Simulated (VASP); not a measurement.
Wanted: the native input for a VASP 6.6.1 run.

```yaml
Task: relaxation of cell and atoms
Functional: r2SCAN
Potentials_or_basis: VASP PAW PBE potentials, release 64 (Si, O)
Cutoff: 600 eV
k_mesh: 6 × 6 × 4
Occupations: gaussian, width 0.03 eV
Spin: no spin polarisation
Further_INCAR_settings: ALGO = Normal; EDIFF = 1e-07; IBRION = 2; EDIFFG = -0.005; NSW = 90; ISIF = 3
```

The structure of SiO2 (Cristobalite) lies in POSCAR:

```
SiO2                                    
1.0
    4.9708680720     -0.0000000000     -0.0000000000
    0.0000000000      4.9708680720     -0.0000000000
   -0.0000000000      0.0000000000      6.8899067017
  Si              O             
     4     8
Direct
     0.3039676875899563    0.3039676875899563    0.0000000000000000
     0.1960323124100437    0.8039676875899564    0.2500000000000000
     0.6960323124100436    0.6960323124100436    0.5000000000000000
     0.8039676875899564    0.1960323124100437    0.7500000000000000
     0.2377155919351107    0.1117643854347629    0.1825679008431941
     0.3882356145652373    0.7377155919351107    0.4325679008431942
     0.7622844080648893    0.8882356145652370    0.6825679008431939
     0.6117643854347630    0.2622844080648892    0.9325679008431939
     0.7377155919351107    0.3882356145652373    0.5674320991568061
     0.8882356145652370    0.7622844080648893    0.3174320991568058
     0.2622844080648892    0.6117643854347630    0.0674320991568059
     0.1117643854347629    0.2377155919351107    0.8174320991568061
```

One way to write it, as run:

INCAR

```
SYSTEM = SiO2
PREC = Accurate
ENCUT = 600
EDIFF = 1E-7
ISMEAR = 0
SIGMA = 0.03
LREAL = .FALSE.
LASPH = .TRUE.
NELM = 80
ALGO = Normal
ISIF = 3
LWAVE = .FALSE.
LCHARG = .FALSE.
METAGGA = R2SCAN
LMIXTAU = .TRUE.
IBRION = 2
NSW = 90
EDIFFG = -0.005
KPAR = 4
```

KPOINTS

```
regular mesh
0
G
  6 6 4
  0 0 0
```

Potentials or basis: VASP PAW PBE potentials, release 64 (Si, O).

Command:

```bash
$ cat potpaw_PBE.64/Si/POTCAR potpaw_PBE.64/O/POTCAR > POTCAR
$ mpirun -np 4 vasp_std > vasp.out
```

Results of the run:

```json
{
 "Energy gained by relaxing": "0.0 meV/atom",
 "Ionic steps": "3",
 "Pressure after relaxing": "0.0 GPa",
 "Largest force after relaxing": "0.004 eV/Å",
 "Band gap on the k mesh": "6.36 eV, direct"
}
```

Caveat: the PAW data sets were made with another functional, which shifts forces and pressure a little.

It took 5.7 min on 4 MPI ranks on Intel(R) Xeon(R) Platinum 8559C (Emerald Rapids), on a shared host, peak memory 0.41 GiB a rank.
